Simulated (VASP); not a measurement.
# FeS2 (Marcasite) (Pnnm) in VASP: equation of state

Aim: energy against volume of FeS2 (Marcasite) in PBEsol, for its equilibrium volume and stiffness.

Everything below comes from runs of VASP 6.6.1. Logs are shortened: lines on timing, memory, paths and dates and some standing lists are left out, and cuts for length are marked.

### Step 1. The crystal as given

The structure is orthorhombic, space group Pnnm (No. 58). Conventional cell: a = 4.440 Å, b = 5.390 Å, c = 3.370 Å, α = 90.00°, β = 90.00°, γ = 90.00°. Around Fe (site symmetry 2/m) lie 6 S at 2.21 to 2.24 Å. Around S (site symmetry m) lie 3 Fe at 2.21 to 2.24 Å and 1 S at 2.25 Å.

### Step 2. Equation of state, PBEsol, collinear spin, ferromagnetic start, 12.64 Å³/atom (volume scaled by 0.94)

INCAR

```
SYSTEM = FeS2
  ALGO = Normal
  EDIFF = 1E-7
  ENCUT = 520
  GGA = PS
  ISIF = 2
  ISMEAR = -1
  ISPIN = 2
  KPAR = 2
  LASPH = .TRUE.
  LCHARG = .FALSE.
  LMAXMIX = 4
  LORBIT = 11
  LREAL = .FALSE.
  LWAVE = .FALSE.
  MAGMOM = 3 3 0 0 0 0
  NBANDS = 33
  NELM = 150
  PREC = Accurate
  SIGMA = 0.05
```

KPOINTS

```
k-points
0
G
  6 5 8
  0 0 0
```

POSCAR

```
FeS2
1.0
    4.3493623227      0.0000000000      0.0000000000
    0.0000000000      5.2799691260      0.0000000000
    0.0000000000      0.0000000000      3.3012051864
Fe S
2 4
Direct
    0.5000000000      0.5000000000      0.5000000000
    0.0000000000      0.0000000000      0.0000000000
    0.7030000000      0.1250000000      0.5000000000
    0.7970000000      0.6250000000      0.0000000000
    0.2970000000      0.8750000000      0.5000000000
    0.2030000000      0.3750000000      0.0000000000
```

Potentials or basis: VASP PAW PBE potentials, release 64 (Fe, S).

Command:

```console
cat potpaw_PBE.64/Fe/POTCAR potpaw_PBE.64/S/POTCAR > POTCAR
mpirun -np 2 vasp_std > vasp.out
```

OUTCAR:

```text
SYSTEM = FeS2
   EDIFF = 1E-7
   ENCUT = 520
   GGA = PS
   ISIF = 2
   ISMEAR = -1
   ISPIN = 2
   LASPH = .TRUE.
   LORBIT = 11
   LREAL = .FALSE.
   NELM = 150
   PREC = Accurate

 Found     60 irreducible k-points:

 Following reciprocal coordinates:
            Coordinates               Weight
  0.000000  0.000000  0.000000      1.000000
  0.166667  0.000000  0.000000      2.000000
  0.333333  0.000000  0.000000      2.000000
  0.500000  0.000000  0.000000      1.000000
  0.000000  0.200000  0.000000      2.000000
  0.166667  0.200000  0.000000      4.000000
   k-points           NKPTS =     60   k-points in BZ     NKDIM =     60   number of bands    NBANDS=     33
   number of dos      NEDOS =    301   number of ions     NIONS =      6
   total plane-waves  NPLWV =  35840
   dimension x,y,z NGX =    32 NGY =   40 NGZ =   28
   dimension x,y,z NGXF=    64 NGYF=   80 NGZF=   56
   ions per type =               2   4
   NGX,Y,Z   is equivalent  to a cutoff of  12.23, 12.59, 14.10 a.u.
   NGXF,Y,Z  is equivalent  to a cutoff of  24.46, 25.19, 28.20 a.u.
 SYSTEM =  FeS2
   PREC   = accura    normal or accurate (medium, high low for compatibility)
   ISTART =      0    job   : 0-new  1-cont  2-samecut
   ICHARG =      2    charge: 1-file 2-atom 10-const
   ISPIN  =      2    spin polarized calculation?
   LNONCOLLINEAR =      F non collinear calculations
   LSORBIT =      F    spin-orbit coupling
   LASPH  =      T    aspherical Exc in radial PAW
   ENCUT  =  520.0 eV  38.22 Ry    6.18 a.u.   8.09  9.82  6.14*2*pi/ulx,y,z
   NELM   =    150;   NELMIN=  2; NELMDL= -5     # of ELM steps
   EDIFF  = 0.1E-06   stopping-criterion for ELM
   LREAL  =      F    real-space projection
   EDIFFG = 0.1E-05   stopping-criterion for IOM
   NSW    =      0    number of steps for IOM
   IBRION =     -1    ionic relax: 0-MD 1-quasi-New 2-CG
   NFREE  =      0    steps in history (QN), initial steepest desc. (CG)
   ISIF   =      2    stress and relaxation
   ISYM   =      2    0-nonsym 1-usesym 2-fastsym
   POTIM  = 0.5000    time-step for ionic-motion
   TEBEG  =    0.0;   TEEND  =   0.0 temperature during run
   PSTRESS=    0.0 pullay stress
   NELECT =      40.0000    total number of electrons
   NUPDOWN=      -1.0000    fix difference up-down
   EMIN   =  10.00;   EMAX   =-10.00  energy-range for DOS
   EFERMI =   0.00;   METHOD = LEGACY
   ISMEAR =    -1;   SIGMA  =   0.05  broadening in eV -4-tet -1-fermi 0-gaus
   EFERMI_NEDOS =   21; number of points for ismear=-14 and -15
   IALGO  =     38    algorithm
   IMIX   =      4    mixing-type and parameters
     AMIX     =   0.40;   BMIX     =  1.00
     AMIX_MAG =   1.60;   BMIX_MAG =  1.00
  volume/ion in A,a.u.               =      12.64        85.27
  Fermi-wavevector in a.u.,A,eV,Ry     =   1.322874  2.499869 23.810120  1.749994
  Thomas-Fermi vector in A             =   2.452523
   LORBIT       =     11    0 simple, 1 ext, 2 COOP (PROOUT), +10 PAW based schemes
   GGA     = PS    functional components
   LHFCALC =     F    Hartree Fock is set to
   AEXX    =    0.0000 exact exchange contribution
   IVDW    =     0    specifies the selected vdW correction
   LEPSILON=     F    determine dielectric tensor
   LRPA    =     F    only Hartree local field effects (RPA)
 spin polarized calculation
  energy-cutoff  :      520.00
  volume of cell :       75.81
 maximum number of plane-waves:      2058
   NGX = 17   NGY = 19   NGZ = 13

 number of electron      40.0000004 magnetization      -0.2154245

 number of electron      40.0000004 magnetization       0.0000301

 Free energy of the ion-electron system (eV)
  ---------------------------------------------------
  ext. energy  EPLUGINS =         0.00000000
  ---------------------------------------------------
  free energy    TOTEN  =       -39.51901873 eV

  energy without entropy =      -39.51901207  energy(sigma->0) =      -39.51901540

 E-fermi :   9.1825     XC(G=0): -12.2426

 val. band max:        8.6461980204   @ k =   0.3333   0.0000   0.0000
 cond. band min:       9.6724736521   @ k =   0.0000   0.4000   0.5000
 fundamental gap:      1.0262756317
 Fermi energy:         9.1825437499

 spin component 1

 k-point     1 :       0.0000    0.0000    0.0000
  band No.  band energies     occupation
      1      -8.7287      1.00000
      2      -6.0767      1.00000
      3      -4.1184      1.00000
      4      -3.2483      1.00000
      5       0.4772      1.00000
      6       2.0850      1.00000
[... 199 lines left out ...]
     31      17.3696      0.00000
     32      17.7810      0.00000

 [... further k-points ...]

 spin component 2

 k-point     1 :       0.0000    0.0000    0.0000
  band No.  band energies     occupation
      1      -8.7287      1.00000
      2      -6.0767      1.00000
      3      -4.1184      1.00000
      4      -3.2483      1.00000
      5       0.4772      1.00000
      6       2.0850      1.00000
[... 199 lines left out ...]
     31      17.3696      0.00000
     32      17.7810      0.00000

 [... further k-points ...]

 [bands above 32 left out]

------------------------ aborting loop because EDIFF is reached ----------------------------------------

  FORCE on cell =-STRESS in cart. coord.  units (eV):
  Direction    XX          YY          ZZ          XY          YZ          ZX
  --------------------------------------------------------------------------------------
  -------------------------------------------------------------------------------------
  Total        1.9518696      3.1535066      2.6517360      0.0000000      0.0000000      0.0000000
  in kB       41.2507538     66.6461149     56.0417092      0.0000000      0.0000000      0.0000000
  external PRESSURE =      54.6461926 kB  Pullay stress =       0.0000000 kB

 VOLUME and BASIS-vectors are now :
 -----------------------------------------------------------------------------
  energy-cutoff  :      520.00
  volume of cell :       75.81
      direct lattice vectors                 reciprocal lattice vectors
     4.349362323  0.000000000  0.000000000     0.229918762  0.000000000  0.000000000
     0.000000000  5.279969126  0.000000000     0.000000000  0.189395047  0.000000000
     0.000000000  0.000000000  3.301205186     0.000000000  0.000000000  0.302919674

 POSITION                                       TOTAL-FORCE (eV/Angst)
 -----------------------------------------------------------------------------------
      2.17468      2.63998      1.65060         0.000000     -0.000000      0.000000
      0.00000      0.00000      0.00000         0.000000     -0.000000      0.000000
      3.05760      0.66000      1.65060         0.166575     -0.031772     -0.000000
      3.46644      3.29998      0.00000        -0.166575     -0.031772     -0.000000
      1.29176      4.61997      1.65060        -0.166575      0.031772      0.000000
      0.88292      1.97999      0.00000         0.166575      0.031772      0.000000
 -----------------------------------------------------------------------------------
    total drift:                                0.000000     -0.000000     -0.000000

  FREE ENERGIE OF THE ION-ELECTRON SYSTEM (eV)
  ---------------------------------------------------
  free  energy   TOTEN  =       -39.5190187315 eV

  energy  without entropy=      -39.5190120705  energy(sigma->0) =      -39.51901540

 total charge

# of ion       s       p       d       tot
------------------------------------------
    1        0.482   0.756   6.620   7.859
    2        0.482   0.756   6.620   7.859
    3        1.339   2.306   0.000   3.645
    4        1.339   2.306   0.000   3.645
    5        1.339   2.306   0.000   3.645
    6        1.339   2.306   0.000   3.645
--------------------------------------------------
tot          6.319  10.737  13.240  30.296

 magnetization (x)

# of ion       s       p       d       tot
------------------------------------------
    1        0.000   0.000   0.000   0.000
    2        0.000   0.000   0.000   0.000
    3       -0.000  -0.000   0.000  -0.000
    4       -0.000  -0.000   0.000  -0.000
    5       -0.000  -0.000   0.000  -0.000
    6       -0.000  -0.000   0.000  -0.000
--------------------------------------------------
tot         -0.000  -0.000   0.000   0.000
```

stdout:

```text
POSCAR found type information on POSCAR FeS
 POSCAR found :  2 types and       6 ions
 scaLAPACK will be used
 -----------------------------------------------------------------------------
|                                                                             |
|                                                                             |
|     You enforced a specific xc type in the INCAR file but a different       |
|     I HOPE YOU KNOW WHAT YOU ARE DOING!                                     |
|                                                                             |
 -----------------------------------------------------------------------------

 LDA part: xc-table for (Slater+PW92), standard interpolation
 POSCAR, INCAR and KPOINTS ok, starting setup
 FFT: planning ... GRIDC
 FFT: planning ... GRID_SOFT
 FFT: planning ... GRID
 WAVECAR not read
 entering main loop
```

Run time: 4.6 min. Hardware: 2 MPI ranks of Intel Xeon Platinum 8375C at 2.90GHz (Ice Lake), shared host; peak memory 0.34 GiB.

Results:

- Free energy: -39.5190 eV
- Pressure: 5.5 GPa
- Largest force: 0.170 eV/Å
- Band gap on the k mesh: 1.03 eV, indirect (least direct gap 1.29 eV)
- Net moment: 0.00 μB per cell
- Valence electrons inside the program's atomic spheres: Fe 7.86; S 3.65

Caveat: the starting moments collapsed, and a magnetic state may lie lower; the PAW data sets were made with another functional, which shifts forces and pressure a little; an odd mesh through Γ misses points on the zone boundary, where band edges often lie.

### Step 3. Equation of state, PBEsol, collinear spin, ferromagnetic start, 12.90 Å³/atom (volume scaled by 0.96)

INCAR is that of step 2.

KPOINTS is that of step 2.

POSCAR: that of step 2 with these lines changed.

```diff
@@ -2,5 +2,5 @@
 1.0
-    4.3493623227      0.0000000000      0.0000000000
-    0.0000000000      5.2799691260      0.0000000000
-    0.0000000000      0.0000000000      3.3012051864
+    4.3799926440      0.0000000000      0.0000000000
+    0.0000000000      5.3171532323      0.0000000000
+    0.0000000000      0.0000000000      3.3244538762
 Fe S
```

Potentials or basis: VASP PAW PBE potentials, release 64 (Fe, S).

Command:

```console
cat potpaw_PBE.64/Fe/POTCAR potpaw_PBE.64/S/POTCAR > POTCAR
mpirun -np 2 vasp_std > vasp.out
```

Wall time 4.6 min (2 MPI ranks of Intel Xeon Platinum 8375C at 2.90GHz (Ice Lake), shared host); peak memory 0.35 GiB.

The run converged. Its results:

| Quantity | Value |
| --- | --- |
| Free energy | -39.5540 eV |
| Pressure | 1.4 GPa |
| Largest force | 0.199 eV/Å |
| Band gap on the k mesh | 0.96 eV, indirect (least direct gap 1.22 eV) |
| Net moment | 0.00 μB per cell |
| Valence electrons inside the program's atomic spheres | Fe 7.79; S 3.63 |

Caveat: the starting moments collapsed, and a magnetic state may lie lower; the PAW data sets were made with another functional, which shifts forces and pressure a little; an odd mesh through Γ misses points on the zone boundary, where band edges often lie.

(Part 1 of 2 ends here.)
